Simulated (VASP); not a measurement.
# BP (F-43m) in VASP: further runs, part 2 of 3

VASP 6.6.1.

### 3 Dielectric tensor, LDA

INCAR reads:

```
SYSTEM = BP
PREC = Accurate ; ENCUT = 800
EDIFF = 1E-8 ; ISMEAR = 0
SIGMA = 0.01 ; LREAL = .FALSE.
LASPH = .TRUE. ; NELM = 100
ALGO = Normal ; ISIF = 2
LWAVE = .FALSE. ; LCHARG = .FALSE.
LEPSILON = .TRUE.
```

KPOINTS reads:

```
Automatic mesh
0
G
  12 12 12
  0 0 0
```

POSCAR reads:

```
BP
1.0
    0.0000000000      2.2690000000      2.2690000000
    2.2690000000      0.0000000000      2.2690000000
    2.2690000000      2.2690000000      0.0000000000
P B
1 1
Direct
    0.7500000000      0.7500000000      0.7500000000
    0.0000000000      0.0000000000      0.0000000000
```

Potentials or basis: VASP PAW LDA potentials, release 64 (P, B).

On the command line:

```console
$ cat potpaw_LDA.64/P/POTCAR potpaw_LDA.64/B/POTCAR > POTCAR
$ mpirun -np 1 vasp_std > vasp.out
```

OUTCAR:

```text
SYSTEM = BP
   PREC = Accurate
   ENCUT = 800
   EDIFF = 1E-8
   ISMEAR = 0
   LREAL = .FALSE.
   LASPH = .TRUE.
   NELM = 100
   ISIF = 2
   LEPSILON = .TRUE.

 ion  position               nearest neighbor table
   1  0.750  0.750  0.750-   2 1.97   2 1.97   2 1.97   2 1.97
   2  0.000  0.000  0.000-   1 1.97   1 1.97   1 1.97   1 1.97

  LATTYP: Found a face centered cubic cell.
 ALAT       =     4.5380000000

  Lattice vectors:

 A1 = (   0.0000000000,   2.2690000000,   2.2690000000)
 A2 = (   2.2690000000,   0.0000000000,   2.2690000000)
 A3 = (   2.2690000000,   2.2690000000,   0.0000000000)

Analysis of symmetry for initial positions (statically):
=====================================================================
 Subroutine PRICEL returns:
 Original cell was already a primitive cell.

 Routine SETGRP: Setting up the symmetry group for a
 face centered cubic supercell.

 Subroutine GETGRP returns: Found 24 space group operations
 (whereof 24 operations were pure point group operations)
 out of a pool of 48 trial point group operations.

The static configuration has the point symmetry T_d .

Analysis of symmetry for dynamics (positions and initial velocities):
=====================================================================
 Subroutine PRICEL returns:
 Original cell was already a primitive cell.

 Routine SETGRP: Setting up the symmetry group for a
 face centered cubic supercell.

 Subroutine GETGRP returns: Found 24 space group operations
 (whereof 24 operations were pure point group operations)
 out of a pool of 48 trial point group operations.

The dynamic configuration has the point symmetry T_d .

 Subroutine INISYM returns: Found 24 space group operations
 (whereof 24 operations are pure point group operations),
 and found     1 'primitive' translations

----------------------------------------------------------------------------------------

                                     Primitive cell

  volume of cell :      23.3633

  direct lattice vectors                    reciprocal lattice vectors
     0.000000000  2.269000000  2.269000000    -0.220361393  0.220361393  0.220361393
     2.269000000  0.000000000  2.269000000     0.220361393 -0.220361393  0.220361393
     2.269000000  2.269000000  0.000000000     0.220361393  0.220361393 -0.220361393

  length of vectors
     3.208850573  3.208850573  3.208850573     0.381677128  0.381677128  0.381677128

  position of ions in fractional coordinates (direct lattice)
     0.750000000  0.750000000  0.750000000
     0.000000000  0.000000000  0.000000000

  ion indices of the primitive-cell ions
   primitive index   ion index
                 1           1
                 2           2
[... 130 lines left out ...]
      7      10.7835      0.00000
      8      14.7744      0.00000
[... 243 lines left out ...]
 k-point    24 :      -0.4167    0.1667    0.0000
  band No.  band energies     occupation
      1      -4.3291      2.00000
      2      -1.1388      2.00000
      3       3.5192      2.00000
      4       5.0984      2.00000
      5      10.9045      0.00000
      6      13.4872      0.00000
      7      13.6681      0.00000
      8      17.6651      0.00000

 [... further k-points ...]

  FORCE on cell =-STRESS in cart. coord.  units (eV):
  Direction    XX          YY          ZZ          XY          YZ          ZX
  --------------------------------------------------------------------------------------
  -------------------------------------------------------------------------------------
  Total       -0.7715486     -0.7715486     -0.7715486     -0.0000000     -0.0000000      0.0000000
  in kB      -52.9103204    -52.9103204    -52.9103204     -0.0000000     -0.0000000      0.0000000
  external PRESSURE =     -52.9103204 kB  Pullay stress =       0.0000000 kB

 VOLUME and BASIS-vectors are now :
 -----------------------------------------------------------------------------
  energy-cutoff  :      800.00
  volume of cell :       23.36
      direct lattice vectors                 reciprocal lattice vectors
     0.000000000  2.269000000  2.269000000    -0.220361393  0.220361393  0.220361393
     2.269000000  0.000000000  2.269000000     0.220361393 -0.220361393  0.220361393
     2.269000000  2.269000000  0.000000000     0.220361393  0.220361393 -0.220361393

 POSITION                                       TOTAL-FORCE (eV/Angst)
 -----------------------------------------------------------------------------------
      3.40350      3.40350      3.40350         0.000000     -0.000000     -0.000000
      0.00000      0.00000      0.00000        -0.000000      0.000000      0.000000
 -----------------------------------------------------------------------------------
    total drift:                               -0.000000     -0.000000     -0.000000

  FREE ENERGIE OF THE ION-ELECTRON SYSTEM (eV)
  ---------------------------------------------------
  free  energy   TOTEN  =       -14.3898044152 eV

  energy  without entropy=      -14.3898044152  energy(sigma->0) =      -14.38980442

 HEAD OF MICROSCOPIC STATIC DIELECTRIC TENSOR (INDEPENDENT PARTICLE, excluding Hartree and local field effects)
 ------------------------------------------------------
           9.684371    -0.000000     0.000000
           0.000000     9.684371    -0.000000
          -0.000000     0.000000     9.684371
 ------------------------------------------------------

 Free energy of the ion-electron system (eV)
  ---------------------------------------------------
  ---------------------------------------------------
  free energy    TOTEN  =        -0.56223366 eV

  energy without entropy =       -0.56223366

------------------------ aborting loop because EDIFF is reached ----------------------------------------

--------------------------------------- Ionic step        2  -------------------------------------------

------------------------ aborting loop because EDIFF is reached ----------------------------------------

--------------------------------------- Ionic step        3  -------------------------------------------

 Free energy of the ion-electron system (eV)
  ---------------------------------------------------
  ---------------------------------------------------
  free energy    TOTEN  =        -0.56223390 eV

  energy without entropy =       -0.56223390

------------------------ aborting loop because EDIFF is reached ----------------------------------------

 PIEZOELECTRIC TENSOR FIELD DIRECTION 3  (e Angst)
 -----------------------------------------------------------------------------
    -0.00070 -0.17640  0.00000           ( -0.00000 -0.07701  0.00000)
    -0.17640 -0.00070  0.00000           ( -0.07701 -0.00000  0.00000)
     0.00000  0.00000  0.00028           (  0.00000  0.00000 -0.00000)

 PIEZOELECTRIC TENSOR FIELD DIRECTION 3  (C/m^2)
 -----------------------------------------------------------------------------
    -0.00048 -0.12097  0.00000
    -0.12097 -0.00048  0.00000
     0.00000  0.00000  0.00019

 MACROSCOPIC STATIC DIELECTRIC TENSOR (including local field effects in DFT)
 ------------------------------------------------------
           9.229918    -0.000000    -0.000000
           0.000000     9.229918    -0.000000
          -0.000000    -0.000000     9.229918
 ------------------------------------------------------

 PIEZOELECTRIC TENSOR (including local field effects)  for field in x, y, z        (e  Angst)
          XX          YY          ZZ          XY          YZ          ZX
  --------------------------------------------------------------------------------
  x    -0.00000    -0.00000     0.00000     0.00000    -0.17305     0.00000
  y     0.00000     0.00000     0.00000     0.00000     0.00000    -0.17305
  z    -0.00000     0.00000     0.00000    -0.17305     0.00000     0.00000

 PIEZOELECTRIC TENSOR (including local field effects)  for field in x, y, z        (C/m^2)
          XX          YY          ZZ          XY          YZ          ZX
  --------------------------------------------------------------------------------
  x    -0.00000    -0.00000     0.00000     0.00000    -0.11867     0.00000
  y     0.00000     0.00000     0.00000     0.00000     0.00000    -0.11867
  z    -0.00000     0.00000     0.00000    -0.11867     0.00000     0.00000

 BORN EFFECTIVE CHARGES (including local field effects) (in |e|, cummulative output)
 ---------------------------------------------------------------------------------
 ion    1
    1     0.52079     0.00000     0.00000
    2     0.00000     0.52079     0.00000
    3     0.00000     0.00000     0.52079
 ion    2
    1    -0.52079     0.00000    -0.00000
    2    -0.00000    -0.52079     0.00000
    3     0.00000     0.00000    -0.52079
```

It took 8.1 min on 1 thread of Intel Xeon Platinum 8259CL at 2.50GHz (Skylake/Cascade Lake), shared host; peak memory 0.37 GiB.

What came out:

- Band gap on the k mesh: 1.18 eV, indirect (least direct gap 3.38 eV)
- Electronic dielectric tensor (diagonal): 9.23
- Born charges (mean of the diagonal): P +0.52; B -0.52 e

Electronic dielectric tensor:
```
9.23 0.00 0.00
0.00 9.23 0.00
0.00 0.00 9.23
```

Born effective charge tensors (e):
atom 1, P
```
0.52 0.00 0.00
0.00 0.52 0.00
0.00 0.00 0.52
```
atom 2, B
```
-0.52  0.00  0.00
 0.00 -0.52  0.00
 0.00  0.00 -0.52
```

A k mesh can miss the band edges. A hybrid or GW would open this gap; LDA tends to underestimate it.

### 4 Dielectric tensor, LDA

INCAR, as its differences from that of step 3:

```diff
@@ -1,3 +1,3 @@
 SYSTEM = BP
-PREC = Accurate ; ENCUT = 800
+PREC = Accurate ; ENCUT = 600
 EDIFF = 1E-8 ; ISMEAR = 0
```

KPOINTS reads:

```
Automatic mesh
0
G
  10 10 10
  0 0 0
```

POSCAR is that of step 3.

Potentials or basis: VASP PAW LDA potentials, release 64 (P, B).

On the command line:

```console
$ cat potpaw_LDA.64/P/POTCAR potpaw_LDA.64/B/POTCAR > POTCAR
$ mpirun -np 1 vasp_std > vasp.out
```

OUTCAR:

```text
SYSTEM = BP
   PREC = Accurate
   ENCUT = 600
   EDIFF = 1E-8
   ISMEAR = 0
   LREAL = .FALSE.
   LASPH = .TRUE.
   NELM = 100
   ISIF = 2
   LEPSILON = .TRUE.

 Found     47 irreducible k-points:

 Following reciprocal coordinates:
            Coordinates               Weight
  0.000000  0.000000  0.000000      1.000000
  0.100000  0.000000  0.000000      8.000000
  0.200000  0.000000  0.000000      8.000000
  0.300000  0.000000  0.000000      8.000000
  0.400000  0.000000  0.000000      8.000000
  0.500000  0.000000  0.000000      4.000000
[... 206 lines left out ...]
 -----------------------------------------------------------------------------
    -0.00040 -0.11987  0.00000
    -0.11987 -0.00040  0.00000
     0.00000  0.00000  0.00007

 MACROSCOPIC STATIC DIELECTRIC TENSOR (including local field effects in DFT)
 ------------------------------------------------------
           9.292812     0.000000    -0.000000
           0.000000     9.292812    -0.000000
           0.000000     0.000000     9.292812
 ------------------------------------------------------

 PIEZOELECTRIC TENSOR (including local field effects)  for field in x, y, z        (e  Angst)
          XX          YY          ZZ          XY          YZ          ZX
  --------------------------------------------------------------------------------
  x     0.00000    -0.00000    -0.00000     0.00000    -0.17057     0.00000
  y     0.00000    -0.00000     0.00000     0.00000     0.00000    -0.17057
  z    -0.00000    -0.00000     0.00000    -0.17057     0.00000     0.00000

 PIEZOELECTRIC TENSOR (including local field effects)  for field in x, y, z        (C/m^2)
          XX          YY          ZZ          XY          YZ          ZX
  --------------------------------------------------------------------------------
  x     0.00000    -0.00000    -0.00000     0.00000    -0.11697     0.00000
  y     0.00000    -0.00000     0.00000     0.00000     0.00000    -0.11697
  z    -0.00000    -0.00000     0.00000    -0.11697     0.00000     0.00000

 BORN EFFECTIVE CHARGES (including local field effects) (in |e|, cummulative output)
 ---------------------------------------------------------------------------------
 ion    1
    1     0.51962     0.00000     0.00000
    2     0.00000     0.51962     0.00000
    3     0.00000     0.00000     0.51962
 ion    2
    1    -0.51962     0.00000     0.00000
    2     0.00000    -0.51962     0.00000
    3    -0.00000    -0.00000    -0.51962
```

OSZICAR:

```text
N       E                     dE             d eps       ncg     rms          rms(c)
DAV:   1     0.128163161218E+02    0.12816E+02   -0.44363E+03   752   0.996E+02
[... 13 lines left out ...]
RMM:   5    -0.566195792931E+00   -0.43008E-02   -0.25658E-04  4446   0.129E-01    0.139E-02
RMM:   6    -0.566307071192E+00   -0.11128E-03   -0.34486E-06  4635   0.169E-02    0.746E-03
RMM:   7    -0.566341319698E+00   -0.34249E-04   -0.40773E-07  4632   0.359E-03    0.367E-04
RMM:   8    -0.566356120407E+00   -0.14801E-04   -0.39171E-08  4841   0.470E-04    0.166E-04
RMM:   9    -0.566356134274E+00   -0.13867E-07    0.22946E-09  4654   0.232E-04    0.373E-05
RMM:  10    -0.566356227335E+00   -0.93061E-07    0.17644E-08  2562   0.393E-05    0.100E-05
RMM:  11    -0.566355916648E+00    0.31069E-06   -0.50914E-09  1691   0.423E-05    0.981E-07
```

stdout:

```text
POSCAR found type information on POSCAR P B
 POSCAR found :  2 types and       2 ions
 scaLAPACK will be used
 LDA part: xc-table for (Slater(with rela. corr.)+CA(PZ))
 , standard interpolation
 POSCAR, INCAR and KPOINTS ok, starting setup
 FFT: planning ... GRIDC
 FFT: planning ... GRID_SOFT
 FFT: planning ... GRID
 WAVECAR not read
 entering main loop
 Linear response reoptimize wavefunctions to high precision
 Linear response G [H, r] |phi>, progress :
  Direction:   1
 Linear response G [H, r] |phi>, progress :
  Direction:   2
 Linear response G [H, r] |phi>, progress :
  Direction:   3
 Linear response to external field (no local field effect), progress :
  Direction:   1
 dielectric tensor                  component  1 :    11.960     5.894     1.224
 Linear response to external field (no local field effect), progress :
  Direction:   2
 dielectric tensor                  component  2 :     5.895    11.865    -1.439
 Linear response to external field (no local field effect), progress :
  Direction:   3
 dielectric tensor                  component  3 :     1.221    -1.439     5.419
 Linear response to external field, progress :
  Direction:   1
 dielectric tensor                  component  1 :     9.293     2.273     1.430
 Linear response to external field, progress :
  Direction:   2
 dielectric tensor                  component  2 :     2.009     9.293     1.346
 Linear response to external field, progress :
  Direction:   3
 dielectric tensor                  component  3 :     1.621     2.083     9.293
 Born effective charges drift removed
```

It took 3.4 min on 1 thread of Intel Xeon Platinum 8259CL at 2.50GHz (Skylake/Cascade Lake), shared host; peak memory 0.22 GiB.

The run converged, but some of its settings lie outside the range that counts as converged, so its numbers aren't taken as properties of the crystal.

What came out:

* Band gap on the k mesh: 1.19 eV, indirect (least direct gap 3.38 eV)
* Electronic dielectric tensor (diagonal): 9.29
* Born charges (mean of the diagonal): P +0.52; B -0.52 e

[end of part 2 of 3]
